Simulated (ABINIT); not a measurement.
MgB2:

```
Mg B
1.0
     3.08500    0.00000    0.00000
    -1.54250    2.67169    0.00000
     0.00000    0.00000    3.52300
Mg B
1 2
Direct
  0.00000 0.00000 0.00000
  0.66667 0.33333 0.50000
  0.33333 0.66667 0.50000
```

Base run:

| Item | Value |
| --- | --- |
| Program | ABINIT 10.8.3 (patched build) |
| Functional | PBEsol |
| Potentials or basis | JTH PAW PBE v2.0 |
| Cutoff | 517 eV |
| k mesh | 10 × 10 × 8 |
| Occupations | fermi-dirac, width 0.05 eV |
| Spin | no spin polarisation |

Its results: band gap on the k mesh none (metal or under the smearing width); pressure -3.2 GPa.

**Question.** The run is repeated on the same cell with these changes: potentials or basis from JTH PAW PBE v2.0 to PseudoDojo NC SR PBEsol v0.4 stringent; cutoff from 517 eV to 1143 eV. What comes out?

**Answer.** Band gap on the k mesh none (metal or under the smearing width); pressure -2.7 GPa.

Caveats: the PAW data sets were made with another functional, which shifts forces and pressure a little (some runs); the atomic spheres overlap (some runs).
